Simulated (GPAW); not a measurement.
# SiC (Moissanite) (P6_3mc) in GPAW: settings compared

One crystal, SiC (Moissanite), is run at these levels: PBE, TB-mBJ; tasks: band structure, single point.

Program: GPAW 26.7.0. These are calculated values, not measurements. Logs are shortened: lines on timing, memory, paths and dates and some standing lists are left out, and cuts for length are marked. The log counts tension as positive stress, the text compression.

### 1 Starting point

Symmetry: P6_3mc, No. 186, hexagonal system. The conventional cell has a = 3.076 Å, b = 3.076 Å, c = 5.048 Å, α = 90.00°, β = 90.00°, γ = 120.00°. Si (site symmetry 3m) has 4 C at 1.87 to 1.94 Å as nearest neighbours. C (site symmetry 3m) has 4 Si at 1.87 to 1.94 Å as nearest neighbours.

### 2 Band structure, PBE

The input, run.py:

```python
from ase.dft.bandgap import bandgap
from ase.io import read, write
from gpaw import GPAW

atoms = read('SiC.cif')

calc = GPAW(mode='fd',
            h=0.16,
            xc='PBE',
            kpts={'size': (7, 7, 4), 'gamma': True},
            occupations={'name': 'fermi-dirac', 'width': 0.05},
            nbands=18,
            convergence={'density': 1e-05, 'energy': 1e-05},
            maxiter=150,
            txt='gpaw.txt')
atoms.calc = calc
energy = atoms.get_potential_energy()
forces = atoms.get_forces()
calc.write('gs.gpw')
write('result.traj', atoms)
print(f'Energy: {energy:.6f} eV')
print('Forces (eV/A):')
print(forces.round(4))
print('Fermi level:', round(calc.get_fermi_level(), 4), 'eV')
print(f'Gap: {bandgap(calc)[0]:.4f} eV, direct: {bandgap(calc, direct=True)[0]:.4f} eV')

path = atoms.cell.bandpath('GMKGALHA,LM,KH', npoints=100, eps=1e-4)
bs_calc = calc.fixed_density(kpts=path, symmetry='off', nbands=29,
                             convergence={'bands': 'CBM+6.0', 'eigenstates': 1e-6}, txt='bands.txt')
bs = bs_calc.band_structure()
bs.write('bs.json')
print(f'Gap on the path: {bandgap(bs_calc)[0]:.4f} eV')
```

The input, SiC.cif:

```cif
data_SiC
_cell_length_a 3.07600000
_cell_length_b 3.07600000
_cell_length_c 5.04800000
_cell_angle_alpha 90.00000000
_cell_angle_beta 90.00000000
_cell_angle_gamma 120.00000000
_space_group_name_H-M_alt 'P6_3mc'
_space_group_name_Hall 'P 6c -2c'
_space_group_IT_number 186
loop_
_space_group_symop_operation_xyz
'x,y,z'
'x-y,x,z+1/2'
'-y,x-y,z'
'-x,-y,z+1/2'
'-x+y,-x,z'
'y,-x+y,z+1/2'
'y,x,z+1/2'
'x,x-y,z'
'x-y,-y,z+1/2'
'-y,-x,z'
'-x,-x+y,z+1/2'
'-x+y,y,z'
loop_
_atom_site_label
_atom_site_type_symbol
_atom_site_symmetry_multiplicity
_atom_site_Wyckoff_symbol
_atom_site_fract_x
_atom_site_fract_y
_atom_site_fract_z
_atom_site_occupancy
Si1 Si 2 b 0.6666666667 0.3333333333 0.5000000000 1
C1 C 2 b 0.6666666667 0.3333333333 0.8850000000 1
```

Potentials or basis: GPAW PAW data sets (gpaw-data 1.2.1), fd.

On the command line:

```bash
$ OMP_NUM_THREADS=1 python run.py
```

gpaw.txt:

```text
__  _  _
 | _ |_)|_||  |
 |__||  | ||/\| - 26.7.0

Input parameters:
  mode=FD(),
  convergence={'density': 1e-05, 'energy': 1e-05},
  h=0.16,
  kpts=MonkhorstPack(size=(7, 7, 4), gamma=True),
  maxiter=150,
  nbands=18,
  occupations=Occupations(name='fermi-dirac', width=0.05),
  xc=XC(name='PBE')

Diagonalizing LCAO Hamiltonian
Converting LCAO to fd mode

           C

           Si
        C

        Si

Atoms  # Å, Bohr magnetons
|   | symbol |        x |        y |        z |    initial magnetic moments |
|---|--------|----------|----------|----------|-----------------------------|
| 0 |     Si | 1.538000 | 0.887965 | 2.524000 | ( 0.0000,  0.0000,  0.0000) |
| 1 |     Si | 0.000000 | 1.775929 | 0.000000 | ( 0.0000,  0.0000,  0.0000) |
| 2 |      C | 1.538000 | 0.887965 | 4.467480 | ( 0.0000,  0.0000,  0.0000) |
| 3 |      C | 0.000000 | 1.775929 | 1.943480 | ( 0.0000,  0.0000,  0.0000) |

Unit cell  # Å
| periodic |         x |        y |        z |  lengths |     angles |
|----------|-----------|----------|----------|----------|------------|
|      yes |  3.076000 | 0.000000 | 0.000000 | 3.076000 |  90.000000 |
|      yes | -1.538000 | 2.663894 | 0.000000 | 3.076000 |  90.000000 |
|      yes |  0.000000 | 0.000000 | 5.048000 | 5.048000 | 120.000000 |

Number of symmetries: 6
Symmetry operations  # r_c * U_cc + t_c -> r_c
|   | kind |            matrix            |
|---|------|------------------------------|
| 0 |  σ   |  1, 1, 0,  0,-1, 0,  0, 0, 1 |
| 1 |  E   |  1, 0, 0,  0, 1, 0,  0, 0, 1 |
| 2 |  C3  |  0, 1, 0, -1,-1, 0,  0, 0, 1 |
| 3 |  σ   |  0,-1, 0, -1, 0, 0,  0, 0, 1 |
| 4 |  σ   | -1, 0, 0,  1, 1, 0,  0, 0, 1 |
| 5 |  C3  | -1,-1, 0,  1, 0, 0,  0, 0, 1 |

BZ-sampling:
  Number of BZ points: 196
  Number of IBZ points: 28

  Monkhorst-Pack size: [7, 7, 4]
  Monkhorst-Pack shift: [0.0, 0.0, 0.125]

K-points  # in reciprocal-cell coordinates
|     |                                coordinates |     weight |
|-----|--------------------------------------------|------------|
|   0 | (  0.00000000,   0.00000000,   0.00000000) | 0.00510204 |
|   1 | (  0.00000000,   0.00000000,   0.25000000) | 0.01020408 |
|   2 | (  0.00000000,   0.00000000,   0.50000000) | 0.00510204 |
|   3 | (  0.14285714,   0.00000000,  -0.25000000) | 0.03061224 |
|   4 | (  0.14285714,   0.00000000,   0.00000000) | 0.03061224 |
|   5 | (  0.14285714,   0.00000000,   0.25000000) | 0.03061224 |
|   6 | (  0.14285714,   0.00000000,   0.50000000) | 0.03061224 |
|   7 | (  0.28571429,  -0.14285714,   0.00000000) | 0.03061224 |
|   8 | (  0.28571429,  -0.14285714,   0.25000000) | 0.06122449 |
|   9 | (  0.28571429,  -0.14285714,   0.50000000) | 0.03061224 |
| ... |                                            |            |
|  27 | (  0.42857143,   0.42857143,   0.50000000) | 0.03061224 |

Uniform wave function grid shape: (np.int64(16), np.int64(16), np.int64(32))
Spin-components: 1 (collinear spins)
Bands:           18
Projectors:      20
Spin-degeneracy: 2
Datatype:        complex128

Parallelization:
  kpt:    1
  domain: 1
  band:   1

Density:
  Valence electrons: 16.0
  Components: 1
  Grid points: [16 16 32]
  Charge: 0.0  # |e|

Potential:
  Grid points: [16 16 32]

species:
  Si:
    name:    Silicon
    Z:       14.0
    valence: 4
    core:    10
    charge:  0.0  # [|e|]
    compensation charges:
      type: gauss
      rc: 0.33  # [Å]
      lmax: 2
    cutoffs:
      filter: 1.86  # [Å]
      core: 2.06  # [Å]
    projectors
    | kind |    occ | energy [eV] | rcut [Å] |
    |------|--------|-------------|----------|
    |   3s |  2.000 |     -10.812 |    1.058 |
    |   3p |  2.000 |      -4.081 |    1.058 |
    |    s |        |      16.399 |    1.058 |
    |    p |        |      23.130 |    1.058 |
    |    d |        |       0.000 |    1.058 |

    Using partial waves for Si as LCAO basis

  C:
    name:    Carbon
    Z:       6.0
    valence: 4
    core:    2
    charge:  0.0  # [|e|]
    compensation charges:
      type: gauss
      rc: 0.20  # [Å]
      lmax: 2
    cutoffs:
      filter: 1.14  # [Å]
      core: 1.14  # [Å]
    projectors
    | kind |    occ | energy [eV] | rcut [Å] |
    |------|--------|-------------|----------|
    |   2s |  2.000 |     -13.751 |    0.635 |
    |   2p |  2.000 |      -5.284 |    0.635 |
    |    s |        |      13.461 |    0.635 |
    |    p |        |      21.927 |    0.635 |
    |    d |        |       0.000 |    0.635 |

    Using partial waves for C as LCAO basis

Reference energy: -17827.944731  # eV

eigensolver:
  PPCG
  Converge bands: occupied
  niter=2

density mixing:
  MSR1-Mixer
  Pratt-step length: 0.05
  Maximum mixing coefficient: 0.75
  Old densities: 10
  SVD Regularization: 0.005
  Good broyden scale: 1.0
  Trust region scale: 1.0
  Backstep threshold: 4.0
  History deletion threshold: 6.0
  Fourier metric: weight=20.0, sigma=0.015

occupation numbers:
  Fermi-Dirac:
    width: 0.0500  # eV

FastPoissonSolver using
    Stencil: 8*3+1=25 point O(h^6) finite-difference Laplacian
    FFT axes: [np.int64(0), np.int64(1), np.int64(2)]
    FST axes: []

xc functional:
  name: PBE with 2 nearest neighbor stencil
interpolation: tri-quintic # 5. degree polynomial

convergence criteria:
- Maximum integral of absolute [dens]ity change: 1e-05 electrons / valence electron
- Maximum [total energy] change in last 3 cyles: 1e-05 eV / valence electron
- Maximum integral of absolute [eigenst]ate change: 4e-08 eV^2 / valence electron
maximum number of iterations: 150

SCF iterations
|iter     | |      energy | eigst |  dens |
|---------|-|-------------|-------|-------|
|iter:   1| |  -33.154724 | +0.93 |       |
|iter:   2| |  -32.441366 | -0.38 | -0.56 |
|iter:   3| |  -29.880697 | +0.29 | -0.61 |
|iter:   4| |  -29.901154 | -0.95 | -1.31 |
|iter:   5| |  -29.908852 | -1.68 | -1.64 |
|iter:   6| |  -29.909061 | -2.75 | -2.64 |
|iter:   7| |  -29.909102 | -3.58 | -3.19 |
|iter:   8| |  -29.909105c| -4.57 | -3.71 |
|iter:   9| |  -29.909105c| -5.32 | -4.33 |
|iter:  10| |  -29.909105c| -6.29 | -4.66 |
|iter:  11| |  -29.909105c| -7.01 | -5.36c|
|iter:  12| |  -29.909105c| -7.63c| -5.70c|

Converged in 12 steps
Energy contributions relative to reference atoms: (reference = -17827.944731)

Energy contributions:
  Kinetic:          32.614885
  Coulomb:         -27.490408
  Zero:              0.126090
  External:          0.000000
  Xc:              -35.159671
  Entropy:          -0.000000
  Spinorbit:         0.000000
  ----------------------------
  Free energy:     -29.909105
  Extrapolated:    -29.909105

dipole moment: (0.000001, -0.000000, -8.933935)  # |e|*Ang

Fermi level: 10.080
Eigenvalues  # (at kpt = [0.000, 0.000, 0.000])
| band index |      eig [eV] | occ [0-2] |
|------------|---------------|-----------|
|          0 |        -7.183 |     2.000 |
|          1 |        -3.678 |     2.000 |
|          2 |        -0.151 |     2.000 |
|          3 |         6.988 |     2.000 |
|          4 |         6.990 |     2.000 |
|          5 |         8.271 |     2.000 |
[... 8 lines left out ...]
|         14 |        17.243 |     0.000 |
|         15 |        19.916 |     0.000 |
|        ... |               |           |
|         17 |        21.154 |     0.000 |

Gap: 2.625 eV
Transition (v -> c):
  (s=0, k=0, n=7, [0.00, 0.00, 0.00]) -> (s=0, k=22, n=8, [0.43, 0.29, 0.00])
Direct/indirect transitions are different
Direct gap: 4.131 eV
Transition at: (s=0, k=19, n=7, [0.43, 0.00, 0.00])

Forces  # eV/Ang
|        x |        y |        z |
|----------|----------|----------|
| -0.00000 |  0.00000 |  0.76640 |  # Si   0
| -0.00000 |  0.00000 |  0.76644 |  # Si   1
| -0.00000 |  0.00000 | -0.77194 |  # C    2
| -0.00000 | -0.00000 | -0.77197 |  # C    3

# Writing to gs.gpw (mode='')
```

bands.txt:

```text
Diagonalizing LCAO Hamiltonian
Converting LCAO to fd mode
convergence criteria:
- Maximum integral of absolute [eigenst]ate change: 1e-06 eV^2 / valence electron
maximum number of iterations: 150

SCF iterations
|iter     | |      energy | eigst |  dens |
|---------|-|-------------|-------|-------|
|iter:   1| |             | +1.98 |       |
[... 111 lines left out ...]
         [0.33333333, 0.33333333, 0.        ],
         [0.33333333, 0.33333333, 0.07142857],
         [0.33333333, 0.33333333, 0.14285714],
         [0.33333333, 0.33333333, 0.21428571],
         [0.33333333, 0.33333333, 0.28571429],
         [0.33333333, 0.33333333, 0.35714286],
         [0.33333333, 0.33333333, 0.42857143],
         [0.33333333, 0.33333333, 0.5       ]])),
  maxiter=150,
  nbands=29,
  occupations=Occupations(name='fermi-dirac', width=0.05),
  symmetry=Symmetry(point_group=False, time_reversal=False),
  xc=XC(name='PBE')
```

It took 4.1 min on 1 thread of Arm Neoverse V1, shared host; peak memory 0.8 GiB.

What came out:

- Free energy: -29.9091 eV
- Largest force: 0.772 eV/Å
- Band gap along the path: 2.31 eV, indirect (least direct gap 4.07 eV)

Forces on the atoms (eV/Å):
```
Si   0.000  0.000  0.766
Si   0.000  0.000  0.766
C    0.000  0.000 -0.772
C    0.000  0.000 -0.772
```

Levels at the corners of the path, in eV from the valence-band top:
```csv
point,band 4,band 5,band 6,band 7,band 8,band 9,band 10,band 11,band 12,band 13
Γ,-1.57,-1.56,-0.28,-0.28,0.00,4.62,6.04,6.49,6.49,7.55
M,-6.56,-5.44,-3.55,-3.27,-1.49,2.58,4.19,6.75,7.19,9.70
K,-6.51,-6.51,-4.13,-4.04,-4.04,2.31,7.96,8.64,8.64,9.39
Γ,-1.57,-1.56,-0.28,-0.28,0.00,4.62,6.04,6.49,6.49,7.55
A,-4.46,-0.97,-0.97,-0.97,-0.97,5.71,5.71,7.16,7.16,7.16
L,-8.47,-2.70,-2.70,-2.34,-2.34,3.16,3.16,4.98,4.98,10.38
H,-7.94,-5.87,-5.87,-1.75,-1.75,4.81,4.81,5.96,5.96,10.24
A,-4.46,-0.97,-0.97,-0.97,-0.97,5.71,5.71,7.16,7.16,7.16
L,-8.47,-2.70,-2.70,-2.34,-2.34,3.16,3.16,4.98,4.98,10.38
M,-6.56,-5.44,-3.55,-3.27,-1.49,2.58,4.19,6.75,7.19,9.70
K,-6.51,-6.51,-4.13,-4.04,-4.04,2.31,7.96,8.64,8.64,9.39
H,-7.94,-5.87,-5.87,-1.75,-1.75,4.81,4.81,5.96,5.96,10.24
```

Caveat: the real-space grid adds noise to forces.

### 3 Single point, TB-mBJ

The input, run.py:

```python
from ase.dft.bandgap import bandgap
from ase.io import read, write
from gpaw import GPAW, PW

atoms = read('SiC.cif')

calc = GPAW(mode=PW(800),
            xc='TB09',
            kpts={'size': (7, 7, 4), 'gamma': True},
            occupations={'name': 'fermi-dirac', 'width': 0.05},
            nbands=18,
            convergence={'density': 1e-05, 'energy': 1e-05},
            eigensolver='cg',
            maxiter=150,
            txt='gpaw.txt')
atoms.calc = calc
energy = atoms.get_potential_energy()
calc.write('gs.gpw')
write('result.traj', atoms)
print('Fermi level:', round(calc.get_fermi_level(), 4), 'eV')
print(f'Gap: {bandgap(calc)[0]:.4f} eV, direct: {bandgap(calc, direct=True)[0]:.4f} eV')
```

SiC.cif is that of step 2.

Potentials or basis: GPAW PAW data sets for LDA (gpaw-data 1.2.1), pw.

On the command line:

```bash
$ OMP_NUM_THREADS=1 python run.py
```

gpaw.txt:

```text
___ ___ ___ _ _ _
 |   |   |_  | | | |
 | | | | | . | | | |
 |__ |  _|___|_____|  26.7.0
 |___|_|

Input parameters:
  convergence: {density: 1e-05,
                energy: 1e-05}
  eigensolver: cg
  kpts: {gamma: True,
         size: (7, 7, 4)}
  maxiter: 150
  mode: {ecut: 800.0,
         name: pw}
  nbands: 18
  occupations: {name: fermi-dirac,
                width: 0.05}
  xc: TB09

System changes: positions, numbers, cell, pbc, initial_charges, initial_magmoms

Initialize ...

species:
  Si:
    name:    Silicon
    Z:       14.0
    valence: 4
    core:    10
    charge:  0.0  # [|e|]
    compensation charges:
      type: gauss
      rc: 0.33  # [Å]
      lmax: 2
    cutoffs:
      filter: 1.86  # [Å]
      core: 2.06  # [Å]
    projectors
    | kind |    occ | energy [eV] | rcut [Å] |
[... 146 lines left out ...]
iter:   3  1320.536175   +0.17  -0.75
iter:   4  1324.348930   -0.57  -0.70
iter:   5  1328.418761   -0.30  -0.95
iter:   6  1330.599543   -0.71  -1.32
iter:   7  1330.540793   -1.42  -1.72
iter:   8  1329.993587   -1.93  -2.12
iter:   9  1329.982784   -2.39  -2.11
iter:  10  1329.785452   -2.88  -2.48
iter:  11  1329.894410   -3.13  -2.35
iter:  12  1329.868929   -2.94  -2.58
iter:  13  1329.835028   -3.04  -2.82
iter:  14  1329.888576   -3.53  -2.74
iter:  15  1329.902593   -4.60  -3.02
iter:  16  1329.905074   -4.78  -3.04
iter:  17  1329.915272   -4.78  -3.05
iter:  18  1329.942527   -4.68  -3.34
iter:  19  1329.953926   -4.92  -3.67
iter:  20  1329.955410   -5.81  -4.52
iter:  21  1329.955710   -6.32  -4.38
iter:  22  1329.954170   -6.75  -5.04c
iter:  23  1329.955373   -7.45c -4.96
iter:  24  1329.954791   -7.54c -5.03c
iter:  25  1329.955380   -7.84c -4.86
iter:  26  1329.955116   -7.96c -5.22c
iter:  27  1329.955384   -8.50c -5.18c
iter:  28  1329.955257   -8.67c -5.55c
iter:  29  1329.955329c  -9.14c -5.67c

Converged after 29 iterations.

Dipole moment: (-0.000000, 0.000000, 1.731973) |e|*Ang

Energy contributions relative to reference atoms: (reference = -17755.031442)

Kinetic:         +4.757613
Potential:       +1.453666
External:        +0.000000
XC:            +1323.838284
Entropy (-ST):   -0.000000
Local:           -0.094234
SIC:             +0.000000
--------------------------
Free energy:   +1329.955329
Extrapolated:  +1329.955329

Showing only first 2 kpts
 Kpt  Band  Eigenvalues  Occupancy
  0     6      7.94414    2.00000
  0     7      8.26425    2.00000
  0     8     13.78918    0.00000
  0     9     15.27792    0.00000

  1     6      7.73675    2.00000
  1     7      7.73677    2.00000
  1     8     14.08263    0.00000
  1     9     15.77654    0.00000

Fermi level: 9.17764

Gap: 3.618 eV
Transition (v -> c):
  (s=0, k=0, n=7, [0.00, 0.00, 0.00]) -> (s=0, k=19, n=8, [0.43, 0.00, 0.00])
Direct/indirect transitions are different
Direct gap: 5.032 eV
Transition at: (s=0, k=19, n=7, [0.43, 0.00, 0.00])
Writing to gs.gpw (mode='')
```

stdout:

```text
Fermi level: 9.1776 eV
Gap: 3.6181 eV, direct: 5.0317 eV
```

Wall time 72 s (1 thread of Arm Neoverse V1, shared host); peak memory 0.23 GiB.

Results:

```yaml
Band_gap_on_the_k_mesh: 3.62 eV, indirect (least direct gap 5.03 eV)
```

Caveat: a model potential gives levels but no total energy; the PAW data sets were made with another functional, which shifts forces and pressure a little; an odd mesh through Γ misses points on the zone boundary, where band edges often lie.
